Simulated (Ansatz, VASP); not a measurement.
## Y: VASP beside Ansatz

Contents of INCAR:

```
SYSTEM = Y
PREC     = Accurate       ! precision mode
ENCUT    = 520            ! plane-wave cutoff, eV
EDIFF    = 1E-6           ! SCF threshold, eV
ISMEAR   = -1             ! smearing method
SIGMA    = 0.05           ! smearing width, eV
LREAL    = .False.        ! projectors in reciprocal space
LASPH    = .True.         ! aspherical terms in the spheres
NELM     = 150            ! most SCF steps
ALGO     = Normal         ! electronic algorithm
ISIF     = 2              ! what is computed and relaxed
LWAVE    = .False.        ! write WAVECAR
LCHARG   = .True.         ! write CHGCAR
ISPIN    = 2              ! spin polarisation
MAGMOM   = 1              ! initial moments
LORBIT   = 11             ! projections on sites
LMAXMIX  = 4              ! l up to which the mixer works
GGA      = PE             ! functional
LELF     = .True.         ! ELF
LVHAR    = .True.       
NBANDS   = 16             ! bands
```

Contents of KPOINTS:

```
regular mesh
0
Gamma
  18 18 18
  0 0 0
```

The input POSCAR:

```
Y
1.0
   -2.0208580385      2.0208580385      2.0208580385
    2.0208580385     -2.0208580385      2.0208580385
    2.0208580385      2.0208580385     -2.0208580385
Y
1
Direct
    0.0000000000      0.0000000000      0.0000000000
```

Input for Ansatz:

```yaml
crystal:
  lattice:
    - [-2.0208580385, 2.0208580385, 2.0208580385]
    - [2.0208580385, -2.0208580385, 2.0208580385]
    - [2.0208580385, 2.0208580385, -2.0208580385]
  atoms:
    - { symbol: "Y", position: [0.0, 0.0, 0.0], spin: 1.0 }
hamiltonian:
  xc: pbe
  pseudopotentials:
    kind: paw
    azcp:
      "Y": "pseudopotentials/Y.paw.azcp"
basis:
  ecutwfc: 420
  fft_grid_basis: typed
kpoints:
  mp_grid: { grid: [18, 18, 18], shift: [0, 0, 0] }
magnetization:
  spin_polarized: true
scf:
  occupations: { method: fermi_dirac, width: 0.05 }
```

This isn't the form of Y at room conditions, which is hcp.

Alike in both runs: task single point; functional PBE; k mesh 18 × 18 × 18; occupations fermi-dirac, width 0.05 eV; collinear spin.

```csv
,VASP,Ansatz
version,VASP 6.6.1,Ansatz 0.2.0
potentials or method,"VASP PAW PBE potentials, release 64 (Y_sv)","plane waves (420 eV) with PAW, scalar-relativistic"
plane-wave cutoff (eV),520,420
valence electrons in the cell,11,11
```

|  | VASP | Ansatz | Ansatz less VASP |
| --- | --- | --- | --- |
| net moment per atom (μB) | 0.00 | 0.00 | 0.000 |

Ansatz warned: «seeded_moment_not_kept».
